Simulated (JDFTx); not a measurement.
# Hf (Fm-3m) in JDFTx: convergence with energy threshold

Aim: find how far energy threshold must go before the results for Hf settle, at LDA. This setting moves, with any that are tied to it; all else stays.

All numbers are computed with JDFTx 1.7.0 (patched build); they aren't measurements. Logs are shortened: lines on timing, memory, paths and dates and some standing lists are left out, and cuts for length are marked. The log counts tension as positive stress, the text compression.

### Step 1. The structure

The structure is cubic, space group Fm-3m (No. 225). Conventional cell: a = 4.440 Å, b = 4.440 Å, c = 4.440 Å, α = 90.00°, β = 90.00°, γ = 90.00°. Hf (site symmetry m-3m) has 12 Hf at 3.14 Å as nearest neighbours.

This isn't the form of Hf at room conditions, which is hcp.

### Step 2. With energy threshold 0.001 Ha

Hf.in

```
lattice \
    0.0000000000     4.1951919967     4.1951919967 \
    4.1951919967     0.0000000000     4.1951919967 \
    4.1951919967     4.1951919967     0.0000000000
coords-type Cartesian
ion Hf     0.0000000000     0.0000000000     0.0000000000 1

ion-species pseudo/Hf.upf
elec-cutoff 29
elec-ex-corr lda-PW
kpoint-folding 10 10 10
elec-smearing Fermi 0.0018374661
elec-n-bands 11
electronic-SCF nIterations 100 energyDiffThreshold 0.001
electronic-minimize nIterations 30 energyDiffThreshold 1e-7
forces-output-coords Cartesian

dump-name run.$VAR
dump End Ecomponents EigStats BandEigs Kpoints Forces Stress
```

Potentials or basis: PseudoDojo-SR-LDA-0.4.1-standard.

Run with:

```bash
$ jdftx -c 1 -i Hf.in -o Hf.out
```

Run time: 7.7 s. Hardware: 1 thread of Arm Neoverse V2, shared host; peak memory 0.07 GiB.

What came out:

```
Free energy            : -1367.7237 eV
Pressure               : -8.4 GPa
Band gap on the k mesh : none (metal or under the smearing width)
```

### Step 3. With energy threshold 0.0001 Ha

Changes to Hf.in since step 2:

```diff
@@ -13,3 +13,3 @@
 elec-n-bands 11
-electronic-SCF nIterations 100 energyDiffThreshold 0.001
+electronic-SCF nIterations 100 energyDiffThreshold 0.0001
 electronic-minimize nIterations 30 energyDiffThreshold 1e-7
```

Potentials or basis: PseudoDojo-SR-LDA-0.4.1-standard.

Run with:

```bash
$ jdftx -c 1 -i Hf.in -o Hf.out
```

It took 9.8 s on 1 thread of Arm Neoverse V2, shared host; peak memory 0.07 GiB.

Results:

- Free energy: -1367.7238 eV
- Pressure: -6.7 GPa
- Band gap on the k mesh: none (metal or under the smearing width)

### Step 4. With energy threshold 1e-05 Ha

Changes to Hf.in since step 3:

```diff
@@ -13,3 +13,3 @@
 elec-n-bands 11
-electronic-SCF nIterations 100 energyDiffThreshold 0.0001
+electronic-SCF nIterations 100 energyDiffThreshold 1e-05
 electronic-minimize nIterations 30 energyDiffThreshold 1e-7
```

Run with:

```bash
$ jdftx -c 1 -i Hf.in -o Hf.out
```

It took 9.8 s on 1 thread of Arm Neoverse V2, shared host; peak memory 0.07 GiB.

Results:

```
Free energy            : -1367.7238 eV
Pressure               : -6.7 GPa
Band gap on the k mesh : none (metal or under the smearing width)
```

### Step 5. With energy threshold 1e-06 Ha

Changes to Hf.in since step 4:

```diff
@@ -13,3 +13,3 @@
 elec-n-bands 11
-electronic-SCF nIterations 100 energyDiffThreshold 1e-05
+electronic-SCF nIterations 100 energyDiffThreshold 1e-06
 electronic-minimize nIterations 30 energyDiffThreshold 1e-7
```

Run with:

```bash
$ jdftx -c 1 -i Hf.in -o Hf.out
```

It took 13 s on 1 thread of Arm Neoverse V2, shared host; peak memory 0.07 GiB.

What came out:

| Item | Value |
| --- | --- |
| Free energy | -1367.7238 eV |
| Pressure | -6.9 GPa |
| Band gap on the k mesh | none (metal or under the smearing width) |

### Step 6. With energy threshold 1e-07 Ha

Changes to Hf.in since step 5:

```diff
@@ -13,3 +13,3 @@
 elec-n-bands 11
-electronic-SCF nIterations 100 energyDiffThreshold 1e-06
+electronic-SCF nIterations 100 energyDiffThreshold 1e-07
 electronic-minimize nIterations 30 energyDiffThreshold 1e-7
```

Potentials or basis: PseudoDojo-SR-LDA-0.4.1-standard.

Run with:

```bash
$ jdftx -c 1 -i Hf.in -o Hf.out
```

Run time: 13 s. Hardware: 1 thread of Arm Neoverse V2, shared host; peak memory 0.07 GiB.

Results (log left out):

- Free energy: -1367.7238 eV
- Pressure: -6.9 GPa
- Band gap on the k mesh: none (metal or under the smearing width)

### Step 7. With energy threshold 1e-08 Ha

Changes to Hf.in since step 6:

```diff
@@ -13,3 +13,3 @@
 elec-n-bands 11
-electronic-SCF nIterations 100 energyDiffThreshold 1e-07
+electronic-SCF nIterations 100 energyDiffThreshold 1e-08
 electronic-minimize nIterations 30 energyDiffThreshold 1e-7
```

Run with:

```bash
$ jdftx -c 1 -i Hf.in -o Hf.out
```

It took 13 s on 1 thread of Arm Neoverse V2, shared host; peak memory 0.07 GiB.

Results (log left out):

```
Free energy            : -1367.7238 eV
Pressure               : -6.9 GPa
Band gap on the k mesh : none (metal or under the smearing width)
```

### Step 8. With energy threshold 1e-10 Ha

Changes to Hf.in since step 7:

```diff
@@ -13,3 +13,3 @@
 elec-n-bands 11
-electronic-SCF nIterations 100 energyDiffThreshold 1e-08
+electronic-SCF nIterations 100 energyDiffThreshold 1e-10
 electronic-minimize nIterations 30 energyDiffThreshold 1e-7
```

Potentials or basis: PseudoDojo-SR-LDA-0.4.1-standard.

Run with:

```bash
$ jdftx -c 1 -i Hf.in -o Hf.out
```

Log:

```text
*************** JDFTx 1.7.0 (patched build) ***************

Input parsed successfully to the following command list (including defaults):
[... the input with its defaults ...]

---------- Setting up symmetries ----------

Found 48 point-group symmetries of the bravais lattice
Found 48 space-group symmetries with basis
Applied RMS atom displacement 0 bohrs to make symmetries exact.

---------- Initializing the Grid ----------
R =
[            0      4.19519      4.19519  ]
[      4.19519            0      4.19519  ]
[      4.19519      4.19519            0  ]
unit cell volume = 147.668
G =
[  -0.748856   0.748856   0.748856  ]
[   0.748856  -0.748856   0.748856  ]
[   0.748856   0.748856  -0.748856  ]
Minimum fftbox size, Smin = [  32  32  32  ]
Chosen fftbox size, S = [  32  32  32  ]

---------- Exchange Correlation functional ----------
Initalized Slater LDA exchange.
Initalized Perdew-Wang LDA correlation.

---------- Setting up pseudopotentials ----------
Width of ionic core gaussian charges (only for fluid interactions / plotting) set to 0

Reading pseudopotential file 'pseudo/Hf.upf':
  'Hf' pseudopotential, 'SLA  PW   NOGX NOGC' functional
  Generated using ONCVPSP code by D. R. Hamann
  12 valence electrons, 4 orbitals, 8 projectors, 1001 radial grid points, with lMax = 3
    5S    l: 0   occupation:  2.0   eigenvalue: -2.468627
    5P    l: 1   occupation:  6.0   eigenvalue: -1.312511
    5D    l: 2   occupation:  2.0   eigenvalue: -0.105476
    6S    l: 0   occupation:  2.0   eigenvalue: -0.193355
  Core radius for overlap checks: 2.38 bohrs.

Initialized 1 species with 1 total atoms.

Folded 1 k-points by 10x10x10 to 1000 k-points.

---------- Setting up k-points, bands, fillings ----------
Reduced to 47 k-points under symmetry.
Computing the number of bands and number of electrons
Calculating initial fillings.
nElectrons:  12.000000   nBands: 11   nStates: 47

----- Setting up reduced wavefunction bases (one per k-point) -----
average nbasis = 1101.801 , ideal nbasis = 1101.480

---------- Setting up ewald sum ----------
Optimum gaussian width for ewald sums = 2.138721 bohr.
Real space sum over 2197 unit cells with max indices [  6  6  6  ]
Reciprocal space sum over 2197 terms with max indices [  6  6  6  ]

---------- Allocating electronic variables ----------
Initializing wave functions:  linear combination of atomic orbitals
Note: number of bands (11) exceeds available atomic orbitals (10)
Hf pseudo-atom occupations:   s ( 2 2 )  p ( 6 )  d ( 2 )
	FillingsUpdate:  mu: +0.549743347  nElectrons: 12.000000
LCAOMinimize: Iter:   0  F: -50.2417312803275991  |grad|_K:  8.095e-05  alpha:  1.000e+00
	FillingsUpdate:  mu: +0.549993269  nElectrons: 12.000000
LCAOMinimize: Iter:   1  F: -50.2417477448422076  |grad|_K:  2.341e-06  alpha:  8.835e-01  linmin:  8.774e-04  cgtest: -1.779e-02
	FillingsUpdate:  mu: +0.549990031  nElectrons: 12.000000
LCAOMinimize: Iter:   2  F: -50.2417477596351034  |grad|_K:  5.294e-08  alpha:  9.505e-01  linmin: -5.306e-03  cgtest:  5.836e-02
LCAOMinimize: Encountered beta<0, resetting CG.
	FillingsUpdate:  mu: +0.549989901  nElectrons: 12.000000
LCAOMinimize: Iter:   3  F: -50.2417477596424860  |grad|_K:  3.250e-09  alpha:  9.273e-01  linmin:  1.041e-02  cgtest: -9.407e-02
LCAOMinimize: Converged (|Delta F|<1.000000e-06 for 2 iters).

-------- Electronic minimization -----------
Will mix electronic density at each iteration.
	FillingsUpdate:  mu: +0.549989901  nElectrons: 12.000000
	FillingsUpdate:  mu: +0.536888343  nElectrons: 12.000000
SCF: Cycle:  0   F: -50.261970059602262   dF: -2.022e-02   |Residual|: 3.314e-02   |deigs|: 6.115e-02
	FillingsUpdate:  mu: +0.534129617  nElectrons: 12.000000
SCF: Cycle:  1   F: -50.262719276930817   dF: -7.492e-04   |Residual|: 1.695e-02   |deigs|: 8.356e-03
	FillingsUpdate:  mu: +0.531565543  nElectrons: 12.000000
SCF: Cycle:  2   F: -50.262919747071500   dF: -2.005e-04   |Residual|: 3.206e-03   |deigs|: 7.159e-03
	FillingsUpdate:  mu: +0.532020617  nElectrons: 12.000000
SCF: Cycle:  3   F: -50.262920628343416   dF: -8.813e-07   |Residual|: 1.679e-03   |deigs|: 1.563e-03
	FillingsUpdate:  mu: +0.531783720  nElectrons: 12.000000
SCF: Cycle:  4   F: -50.262923120365222   dF: -2.492e-06   |Residual|: 2.239e-04   |deigs|: 6.954e-04
	FillingsUpdate:  mu: +0.531720542  nElectrons: 12.000000
SCF: Cycle:  5   F: -50.262923056672356   dF: +6.369e-08   |Residual|: 4.015e-04   |deigs|: 2.225e-04
	FillingsUpdate:  mu: +0.531764202  nElectrons: 12.000000
SCF: Cycle:  6   F: -50.262923180394004   dF: -1.237e-07   |Residual|: 2.014e-05   |deigs|: 1.534e-04
	FillingsUpdate:  mu: +0.531763942  nElectrons: 12.000000
SCF: Cycle:  7   F: -50.262923182782295   dF: -2.388e-09   |Residual|: 1.647e-05   |deigs|: 8.227e-06
	FillingsUpdate:  mu: +0.531763319  nElectrons: 12.000000
SCF: Cycle:  8   F: -50.262923183190765   dF: -4.085e-10   |Residual|: 1.447e-05   |deigs|: 5.054e-06
	FillingsUpdate:  mu: +0.531764145  nElectrons: 12.000000
SCF: Cycle:  9   F: -50.262923183215612   dF: -2.485e-11   |Residual|: 2.954e-05   |deigs|: 7.536e-06
	FillingsUpdate:  mu: +0.531766216  nElectrons: 12.000000
SCF: Cycle: 10   F: -50.262923182525860   dF: +6.898e-10   |Residual|: 4.769e-05   |deigs|: 1.271e-05
	FillingsUpdate:  mu: +0.531765937  nElectrons: 12.000000
SCF: Cycle: 11   F: -50.262923182673035   dF: -1.472e-10   |Residual|: 4.261e-05   |deigs|: 6.089e-06
	FillingsUpdate:  mu: +0.531765783  nElectrons: 12.000000
SCF: Cycle: 12   F: -50.262923182787169   dF: -1.141e-10   |Residual|: 3.896e-05   |deigs|: 3.007e-06
	FillingsUpdate:  mu: +0.531765820  nElectrons: 12.000000
SCF: Cycle: 13   F: -50.262923182777492   dF: +9.678e-12   |Residual|: 3.929e-05   |deigs|: 2.418e-06
	FillingsUpdate:  mu: +0.531765560  nElectrons: 12.000000
[... 5 lines left out ...]
	FillingsUpdate:  mu: +0.531764704  nElectrons: 12.000000
SCF: Cycle: 17   F: -50.262923183313752   dF: -6.772e-10   |Residual|: 5.286e-06   |deigs|: 8.374e-06
	FillingsUpdate:  mu: +0.531765009  nElectrons: 12.000000
SCF: Cycle: 18   F: -50.262923183304061   dF: +9.692e-12   |Residual|: 7.991e-06   |deigs|: 2.337e-06
	FillingsUpdate:  mu: +0.531765481  nElectrons: 12.000000
SCF: Cycle: 19   F: -50.262923183236694   dF: +6.737e-11   |Residual|: 1.320e-05   |deigs|: 4.843e-06
	FillingsUpdate:  mu: +0.531764271  nElectrons: 12.000000
SCF: Cycle: 20   F: -50.262923183346942   dF: -1.102e-10   |Residual|: 5.032e-07   |deigs|: 5.510e-06
	FillingsUpdate:  mu: +0.531764212  nElectrons: 12.000000
SCF: Cycle: 21   F: -50.262923183348356   dF: -1.414e-12   |Residual|: 6.904e-07   |deigs|: 1.910e-06
	FillingsUpdate:  mu: +0.531764211  nElectrons: 12.000000
SCF: Cycle: 22   F: -50.262923183348306   dF: +4.974e-14   |Residual|: 5.543e-07   |deigs|: 1.034e-06
	FillingsUpdate:  mu: +0.531764208  nElectrons: 12.000000
SCF: Cycle: 23   F: -50.262923183347525   dF: +7.816e-13   |Residual|: 4.422e-07   |deigs|: 8.604e-07
	FillingsUpdate:  mu: +0.531764219  nElectrons: 12.000000
SCF: Cycle: 24   F: -50.262923183349095   dF: -1.570e-12   |Residual|: 4.079e-07   |deigs|: 7.546e-07
	FillingsUpdate:  mu: +0.531764249  nElectrons: 12.000000
SCF: Cycle: 25   F: -50.262923183348704   dF: +3.908e-13   |Residual|: 1.532e-07   |deigs|: 7.369e-07
	FillingsUpdate:  mu: +0.531764239  nElectrons: 12.000000
SCF: Cycle: 26   F: -50.262923183348086   dF: +6.182e-13   |Residual|: 1.103e-07   |deigs|: 6.887e-07
	FillingsUpdate:  mu: +0.531764229  nElectrons: 12.000000
SCF: Cycle: 27   F: -50.262923183347212   dF: +8.740e-13   |Residual|: 4.662e-08   |deigs|: 6.423e-07
	FillingsUpdate:  mu: +0.531764224  nElectrons: 12.000000
SCF: Cycle: 28   F: -50.262923183348597   dF: -1.386e-12   |Residual|: 6.536e-09   |deigs|: 6.113e-07
SCF: Converged (|Residual|<1.000000e-07 for 2 iters).

Setting wave functions to eigenvectors of Hamiltonian

# Stress tensor in Cartesian coordinates [Eh/a0^3]:
[  0.000233203            0            0  ]
[            0  0.000233203            0  ]
[            0            0  0.000233203  ]

# Ionic positions in cartesian coordinates:
ion Hf   0.000000000000000   0.000000000000000   0.000000000000000 1

# Forces in Cartesian coordinates:
force Hf   0.000000000000000  -0.000000000000000   0.000000000000000 1

# Energy components:
   Eewald =      -39.3438571578921312
       EH =        6.9868702053866878
     Eloc =      -26.9942820893101221
      Enl =        2.5384156272364060
      Exc =      -14.1318191174093482
 Exc_core =        6.1810326926812307
       KE =       14.5011153969422306
-------------------------------------
     Etot =      -50.2625244423650557
       TS =        0.0003987409835445
-------------------------------------
        F =      -50.2629231833485974

IonicMinimize: Iter:   0  F: -50.262923183348597  |grad|_K:  0.000e+00
IonicMinimize: Converged (|grad|_K<1.000000e-04).

#--- Lowdin population analysis ---
# oxidation-state Hf +0.062

Dumping 'run.eigStats' ...
	eMin: -1.734140 at state 0 ( [ +0.000000 +0.000000 +0.000000 ] spin 0 )
	HOMO: +0.531327 at state 3 ( [ +0.000000 +0.000000 +0.300000 ] spin 0 )
	mu  : +0.531764
	LUMO: +0.531839 at state 13 ( [ +0.000000 +0.100000 -0.200000 ] spin 0 )
	eMax: +1.080717 at state 15 ( [ +0.000000 +0.200000 +0.200000 ] spin 0 )
	HOMO-LUMO gap: +0.000511
	Optical gap  : +0.017509 at state 20 ( [ +0.000000 +0.200000 -0.300000 ] spin 0 )
Done!
```

It took 30 s on 1 thread of Arm Neoverse V2, shared host; peak memory 0.07 GiB.

What came out:

* Free energy: -1367.7238 eV
* Pressure: -6.9 GPa
* Band gap on the k mesh: none (metal or under the smearing width)

### Step 9. The series at a glance

```
energy threshold  energy less the tightest run, at zero smearing (meV/atom)  pressure (GPa)  SCF cycles  CPU time (s)  peak memory (GiB)
        0.001 Ha                                                       0.08           -8.38           3           7.7               0.07
       0.0001 Ha                                                       0.00           -6.73           5           9.8               0.07
        1e-05 Ha                                                       0.00           -6.73           5           9.8               0.07
        1e-06 Ha                                                       0.00           -6.86           8            13               0.07
        1e-07 Ha                                                       0.00           -6.87           9            13               0.07
        1e-08 Ha                                                       0.00           -6.87           9            13               0.07
        1e-10 Ha                                                       0.00           -6.86          29            30               0.07
```

Against the tightest run, the energy stays within 1 meV/atom from 0.001 Ha on; the pressure stays within 0.1 GPa from 1e-06 Ha on. The tightest run that finished is the yardstick and may itself not be fully converged.
